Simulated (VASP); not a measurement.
# KI in VASP: a series of runs, part 2 of 2

VASP 6.6.1.

## 3. Single point, PBE (strain +5.2%)

INCAR

```
  PREC = Accurate
  ENCUT = 520
  EDIFF = 1E-6
  ISMEAR = 0
  SIGMA = 0.01
  LREAL = F
  LASPH = T
  NELM = 60
  ALGO = Normal
  ISIF = 2
  LWAVE = F
  LCHARG = F
  GGA = PE
  NBANDS = 15
```

KPOINTS

```
Automatic mesh
0
Gamma
  4 4 4
```

POSCAR

```
KI
1.0
    0.0000000000      3.7285291190      3.7285291190
    3.7285291190      0.0000000000      3.7285291190
    3.7285291190      3.7285291190      0.0000000000
K I
1 1
Direct
    0.0000000000      0.0000000000      0.0000000000
    0.5000000000      0.5000000000      0.5000000000
```

Potentials or basis: VASP PAW PBE potentials, release 64 (K_sv, I).

Started as:

```bash
> cat potpaw_PBE.64/K_sv/POTCAR potpaw_PBE.64/I/POTCAR > POTCAR
> mpirun -np 1 vasp_std > vasp.out
```

OUTCAR:

```text
PREC = Accurate
   ENCUT = 520
   EDIFF = 1E-6
   ISMEAR = 0
   LREAL = F
   LASPH = T
   NELM = 60
   ISIF = 2
   GGA = PE

 ion  position               nearest neighbor table
   1  0.000  0.000  0.000-
   2  0.500  0.500  0.500-

  LATTYP: Found a face centered cubic cell.
 ALAT       =     7.4570582380

  Lattice vectors:

 A1 = (   0.0000000000,   3.7285291190,   3.7285291190)
 A2 = (   3.7285291190,   0.0000000000,   3.7285291190)
 A3 = (   3.7285291190,   3.7285291190,   0.0000000000)

Analysis of symmetry for initial positions (statically):
=====================================================================
 Subroutine PRICEL returns:
 Original cell was already a primitive cell.

 Routine SETGRP: Setting up the symmetry group for a
 face centered cubic supercell.

 Subroutine GETGRP returns: Found 48 space group operations
 (whereof 48 operations were pure point group operations)
 out of a pool of 48 trial point group operations.

The static configuration has the point symmetry O_h .

Analysis of symmetry for dynamics (positions and initial velocities):
=====================================================================
 Subroutine PRICEL returns:
 Original cell was already a primitive cell.

 Routine SETGRP: Setting up the symmetry group for a
 face centered cubic supercell.

 Subroutine GETGRP returns: Found 48 space group operations
 (whereof 48 operations were pure point group operations)
 out of a pool of 48 trial point group operations.

The dynamic configuration has the point symmetry O_h .

 Subroutine INISYM returns: Found 48 space group operations
 (whereof 48 operations are pure point group operations),
 and found     1 'primitive' translations

----------------------------------------------------------------------------------------

                                     Primitive cell

  volume of cell :     103.6675

  direct lattice vectors                    reciprocal lattice vectors
     0.000000000  3.728529119  3.728529119    -0.134101139  0.134101139  0.134101139
     3.728529119  0.000000000  3.728529119     0.134101139 -0.134101139  0.134101139
     3.728529119  3.728529119  0.000000000     0.134101139  0.134101139 -0.134101139

  length of vectors
     5.272936448  5.272936448  5.272936448     0.232269985  0.232269985  0.232269985

  position of ions in fractional coordinates (direct lattice)
     0.000000000  0.000000000  0.000000000
     0.500000000  0.500000000  0.500000000

  ion indices of the primitive-cell ions
   primitive index   ion index
                 1           1
                 2           2

----------------------------------------------------------------------------------------

 KPOINTS: Automatic mesh

Automatic generation of k-mesh.
 Grid dimensions read from file:
 generate k-points for:    4    4    4

 Generating k-lattice:

  Cartesian coordinates                     Fractional coordinates (reciprocal lattice)
    -0.033525285  0.033525285  0.033525285     0.250000000  0.000000000  0.000000000
     0.033525285 -0.033525285  0.033525285     0.000000000  0.250000000  0.000000000
     0.033525285  0.033525285 -0.033525285     0.000000000  0.000000000  0.250000000

  Length of vectors
     0.058067496  0.058067496  0.058067496

  Shift w.r.t. Gamma in fractional coordinates (k-lattice)
     0.000000000  0.000000000  0.000000000

 Subroutine IBZKPT returns following result:
 ===========================================

 Found      8 irreducible k-points:

 Following reciprocal coordinates:
            Coordinates               Weight
  0.000000  0.000000  0.000000      1.000000
  0.250000  0.000000  0.000000      8.000000
  0.500000  0.000000  0.000000      4.000000
  0.250000  0.250000  0.000000      6.000000
  0.500000  0.250000  0.000000     24.000000
 -0.250000  0.250000  0.000000     12.000000
  0.500000  0.500000  0.000000      3.000000
 -0.250000  0.500000  0.250000      6.000000
   k-points           NKPTS =      8   k-points in BZ     NKDIM =      8   number of bands    NBANDS=     15
   number of dos      NEDOS =    301   number of ions     NIONS =      2
   total plane-waves  NPLWV =  64000
   dimension x,y,z NGX =    40 NGY =   40 NGZ =   40
   dimension x,y,z NGXF=    80 NGYF=   80 NGZF=   80
   ions per type =               1   1
   NGX,Y,Z   is equivalent  to a cutoff of  12.61, 12.61, 12.61 a.u.
   NGXF,Y,Z  is equivalent  to a cutoff of  25.22, 25.22, 25.22 a.u.
 SYSTEM =  unknown system
   PREC   = accura    normal or accurate (medium, high low for compatibility)
   ISTART =      0    job   : 0-new  1-cont  2-samecut
   ICHARG =      2    charge: 1-file 2-atom 10-const
   ISPIN  =      1    spin polarized calculation?
   LNONCOLLINEAR =      F non collinear calculations
   LSORBIT =      F    spin-orbit coupling
   LASPH  =      T    aspherical Exc in radial PAW
   ENCUT  =  520.0 eV  38.22 Ry    6.18 a.u.   9.80  9.80  9.80*2*pi/ulx,y,z
   NELM   =     60;   NELMIN=  2; NELMDL= -5     # of ELM steps
   EDIFF  = 0.1E-05   stopping-criterion for ELM
   LREAL  =      F    real-space projection
   EDIFFG = 0.1E-04   stopping-criterion for IOM
   NSW    =      0    number of steps for IOM
   IBRION =     -1    ionic relax: 0-MD 1-quasi-New 2-CG
   NFREE  =      0    steps in history (QN), initial steepest desc. (CG)
   ISIF   =      2    stress and relaxation
   ISYM   =      2    0-nonsym 1-usesym 2-fastsym
   POTIM  = 0.5000    time-step for ionic-motion
   TEBEG  =    0.0;   TEEND  =   0.0 temperature during run
   PSTRESS=    0.0 pullay stress
   NELECT =      16.0000    total number of electrons
   NUPDOWN=      -1.0000    fix difference up-down
   EMIN   =  10.00;   EMAX   =-10.00  energy-range for DOS
   EFERMI =   0.00;   METHOD = LEGACY
   ISMEAR =     0;   SIGMA  =   0.01  broadening in eV -4-tet -1-fermi 0-gaus
   EFERMI_NEDOS =   21; number of points for ismear=-14 and -15
   IALGO  =     38    algorithm
   IMIX   =      4    mixing-type and parameters
     AMIX     =   0.40;   BMIX     =  1.00
     AMIX_MAG =   1.60;   BMIX_MAG =  1.00
  volume/ion in A,a.u.               =      51.83       349.79
  Fermi-wavevector in a.u.,A,eV,Ry     =   0.878147  1.659457 10.492029  0.771142
  Thomas-Fermi vector in A             =   1.998193
   LORBIT       =      0    0 simple, 1 ext, 2 COOP (PROOUT), +10 PAW based schemes
   GGA     = PE    functional components
   LHFCALC =     F    Hartree Fock is set to
   AEXX    =    0.0000 exact exchange contribution
   IVDW    =     0    specifies the selected vdW correction
   LEPSILON=     F    determine dielectric tensor
   LRPA    =     F    only Hartree local field effects (RPA)
 non-spin polarized calculation
 Gauss-broadening in eV      SIGMA  =   0.01
  energy-cutoff  :      520.00
  volume of cell :      103.67
 maximum number of plane-waves:      2798
   NGX = 19   NGY = 19   NGZ = 19

 number of electron      15.9999999 magnetization

 Free energy of the ion-electron system (eV)
  ---------------------------------------------------
  ext. energy  EPLUGINS =         0.00000000
  ---------------------------------------------------
  free energy    TOTEN  =        -5.53153752 eV

  energy without entropy =       -5.53153752  energy(sigma->0) =       -5.53153752

 E-fermi :  -1.0214     XC(G=0):  -6.5667

 val. band max:       -1.1613283636   @ k =   0.0000   0.0000   0.0000
 cond. band min:       2.4597221471   @ k =   0.0000   0.0000   0.0000
 fundamental gap:      3.6210505107
 Fermi energy:        -1.0213975528

 k-point     1 :       0.0000    0.0000    0.0000
  band No.  band energies     occupation
      1     -29.9892      2.00000
      2     -13.4592      2.00000
      3     -13.4592      2.00000
      4     -13.4592      2.00000
      5     -11.4586      2.00000
      6      -1.1613      2.00000
      7      -1.1613      2.00000
      8      -1.1613      2.00000
      9       2.4597      0.00000
     10       5.3510      0.00000
     11       5.3510      0.00000
     12       5.3510      0.00000
     13       5.9677      0.00000
     14       5.9677      0.00000
[... 113 lines left out ...]
      2     -13.4776      2.00000
      3     -13.4742      2.00000
      4     -13.4742      2.00000
      5     -11.3505      2.00000
      6      -1.7134      2.00000
      7      -1.7134      2.00000
      8      -1.5952      2.00000
      9       5.0302      0.00000
     10       5.1885      0.00000
     11       5.1885      0.00000
     12       6.4031      0.00000
     13       7.2548      0.00000
     14       8.0489      0.00000
     15       8.2346      0.00000

------------------------ aborting loop because EDIFF is reached ----------------------------------------

  FORCE on cell =-STRESS in cart. coord.  units (eV):
  Direction    XX          YY          ZZ          XY          YZ          ZX
  --------------------------------------------------------------------------------------
  -------------------------------------------------------------------------------------
  Total       -0.5763089     -0.5763089     -0.5763089     -0.0000000     -0.0000000      0.0000000
  in kB       -8.9068332     -8.9068332     -8.9068332     -0.0000000     -0.0000000      0.0000000
  external PRESSURE =      -8.9068332 kB  Pullay stress =       0.0000000 kB

 VOLUME and BASIS-vectors are now :
 -----------------------------------------------------------------------------
  energy-cutoff  :      520.00
  volume of cell :      103.67
      direct lattice vectors                 reciprocal lattice vectors
     0.000000000  3.728529119  3.728529119    -0.134101139  0.134101139  0.134101139
     3.728529119  0.000000000  3.728529119     0.134101139 -0.134101139  0.134101139
     3.728529119  3.728529119  0.000000000     0.134101139  0.134101139 -0.134101139

 POSITION                                       TOTAL-FORCE (eV/Angst)
 -----------------------------------------------------------------------------------
      0.00000      0.00000      0.00000         0.000000      0.000000      0.000000
      3.72853      3.72853      3.72853        -0.000000     -0.000000     -0.000000
 -----------------------------------------------------------------------------------
    total drift:                                0.000000     -0.000000     -0.000000

  FREE ENERGIE OF THE ION-ELECTRON SYSTEM (eV)
  ---------------------------------------------------
  free  energy   TOTEN  =        -5.5315375209 eV

  energy  without entropy=       -5.5315375209  energy(sigma->0) =       -5.53153752
```

OSZICAR:

```text
N       E                     dE             d eps       ncg     rms          rms(c)
DAV:   1     0.825122985291E+02    0.82512E+02   -0.61599E+03   240   0.874E+02
DAV:   2    -0.355853588053E-02   -0.82516E+02   -0.77852E+02   303   0.199E+02
DAV:   3    -0.536091932455E+01   -0.53574E+01   -0.53374E+01   324   0.437E+01
DAV:   4    -0.564891688848E+01   -0.28800E+00   -0.28791E+00   415   0.907E+00
DAV:   5    -0.564999265745E+01   -0.10758E-02   -0.10758E-02   338   0.600E-01    0.234E+00
DAV:   6    -0.553429328498E+01    0.11570E+00   -0.12674E-01   296   0.174E+00    0.170E+00
DAV:   7    -0.552276741242E+01    0.11526E-01   -0.12627E-01   310   0.161E+00    0.776E-01
DAV:   8    -0.553074139140E+01   -0.79740E-02   -0.14321E-02   297   0.694E-01    0.113E-01
DAV:   9    -0.553134394947E+01   -0.60256E-03   -0.12881E-03   310   0.188E-01    0.816E-02
DAV:  10    -0.553147161539E+01   -0.12767E-03   -0.16233E-04   337   0.626E-02    0.232E-02
DAV:  11    -0.553153682202E+01   -0.65207E-04   -0.70839E-05   268   0.487E-02    0.112E-02
DAV:  12    -0.553153752091E+01   -0.69888E-06   -0.22005E-06   302   0.101E-02
   1 F= -.55315375E+01 E0= -.55315375E+01  d E =-.242481E-88
```

Run time: 13 s. Hardware: 1 thread of AMD EPYC 7R13 (Zen 3), shared host; peak memory 0.2 GiB.

Results:

| Quantity | Value |
| --- | --- |
| Free energy | -5.5315 eV |
| Pressure | -0.9 GPa |
| Band gap on the k mesh | 3.62 eV, direct |

Levels at points of the mesh, in eV from the valence-band top:
```tsv
k point	band 6	band 7	band 8	band 9	band 10	band 11
(0.00, 0.00, 0.00)	0.00	0.00	0.00	3.62	6.51	6.51
(0.50, 0.00, 0.00)	-0.99	-0.22	-0.22	5.33	7.14	7.80
(0.50, 0.50, 0.00)	-0.77	-0.28	-0.28	5.14	5.39	7.89
```

Caveat: the cell differs from its parent crystal (strain +5.2%); spin-orbit coupling is left out, which moves the levels of the heavy elements.

## 4. Single point, PBE (epitaxial xy strain -2.0%)

INCAR

```
  PREC = Accurate
  ENCUT = 520
  EDIFF = 1E-6
  ISMEAR = 0
  SIGMA = 0.01
  LREAL = False
  LASPH = True
  NELM = 60
  ALGO = Normal
  ISIF = 2
  LWAVE = False
  LCHARG = True
  GGA = PE
  LELF = True
  LVHAR = True
  NBANDS = 15
```

KPOINTS

```
regular mesh
0
Gamma
  4 4 4
```

POSCAR

```
KI
1.0
    0.0000000000      3.4719025307      3.5625650544
    3.4719025307      0.0000000000      3.5625650544
    3.4719025307      3.4719025307      0.0000000000
K I
1 1
Direct
    0.0000000000      0.0000000000      0.0000000000
    0.5000000000      0.5000000000      0.5000000000
```

Started as:

```bash
> cat potpaw_PBE.64/K_sv/POTCAR potpaw_PBE.64/I/POTCAR > POTCAR
> mpirun -np 1 vasp_std > vasp.out
```

Run time: 22 s. Hardware: 1 thread of AMD EPYC 7R13 (Zen 3), shared host; peak memory 0.2 GiB.

The run converged. Its results:

* Free energy: -5.5403 eV
* Pressure: 1.0 GPa
* Band gap on the k mesh: 4.02 eV, direct

Stress tensor (GPa, compression positive):
```
1.29 0.00 0.00
0.00 1.29 0.00
0.00 0.00 0.53
```

Levels at points of the mesh, in eV from the valence-band top:
```csv
k point,band 5,band 6,band 7,band 8,band 9,band 10,band 11,band 12
"(0.00, 0.00, 0.00)",-10.55,-0.01,0.00,0.00,4.02,6.38,6.53,6.53
"(0.50, 0.00, 0.00)",-10.23,-1.39,-0.37,-0.36,5.54,7.78,8.10,8.30
"(0.50, 0.50, 0.00)",-10.40,-1.06,-0.36,-0.36,4.90,5.83,8.08,8.79
"(0.50, 0.00, 0.50)",-10.39,-1.03,-0.41,-0.38,4.88,5.83,8.14,8.81
```

Caveat: the cell differs from its parent crystal (epitaxial xy strain -2.0%); spin-orbit coupling is left out, which moves the levels of the heavy elements.

## 5. The runs side by side

```csv
cell,gap on the mesh (eV),pressure (GPa)
"a = 5.013 Å, angles 60.0°, 2 atoms",3.94,0.5
"a = 5.273 Å, angles 60.0°, 2 atoms",3.62,-0.9
"a = 4.975, b = 4.975, c = 4.910 Å, angles 60.4, 60.4, 59.1°, 2 atoms",4.02,1.0
```

Alike in all rows: task single point; level PBE; potentials or basis VASP PAW PBE potentials, release 64 (K_sv, I); no spin polarisation; k mesh 4 × 4 × 4; cutoff (eV) 520; smearing gaussian 0.01 eV.

Caveats: spin-orbit coupling is left out, which moves the levels of the heavy elements.

Absolute energies hang on the potentials; compare differences alone.

## 6. Comparison with measurements

Step 2. Measured gap of KI: 6.32 eV (a printed reference work, monograph). This calculation gives 3.94 eV (-2.38 eV). Spin-orbit coupling on I is left out. The value is that of PBE, without temperature or zero-point motion. Semilocal functionals fall short of measured gaps as a rule.
